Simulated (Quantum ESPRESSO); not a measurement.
InAs:

```
In As
1.0
     0.00000    3.01800    3.01800
     3.01800    0.00000    3.01800
     3.01800    3.01800    0.00000
In As
1 1
Cartesian
  0.0000 0.0000 0.0000
  4.5270 4.5270 4.5270
```

Base run:

| Item | Value |
| --- | --- |
| Program | Quantum ESPRESSO 7.5 |
| Functional | PBE |
| Potentials or basis | GBRV 1.5 PBE |
| Cutoff | 612 eV |
| Density cutoff | 4898 eV |
| k mesh | 8 × 8 × 8 |
| Occupations | fermi-dirac, width 0.05 eV |
| Spin | no spin polarisation |

Its results: band gap on the k mesh none (metal or under the smearing width); pressure 3.9 GPa.

Task: The run is repeated on the same cell with these changes: functional from PBE to revPBE; potentials or basis from GBRV 1.5 PBE to PseudoDojo 0.4.1 SR PBE standard; cutoff from 612 eV to 1143 eV; density cutoff from 4898 eV to 4572 eV; valence electrons from 18 to 28. What comes out?

Result: Band gap on the k mesh none (metal or under the smearing width); pressure 5.8 GPa.

Caveats: spin-orbit coupling is left out, which moves the levels of the heavy elements; this crystal is a semiconductor, whose small gap the functional closes, so the metal is an error of the method; the potentials were made for another functional, which shifts forces and pressure (some runs).
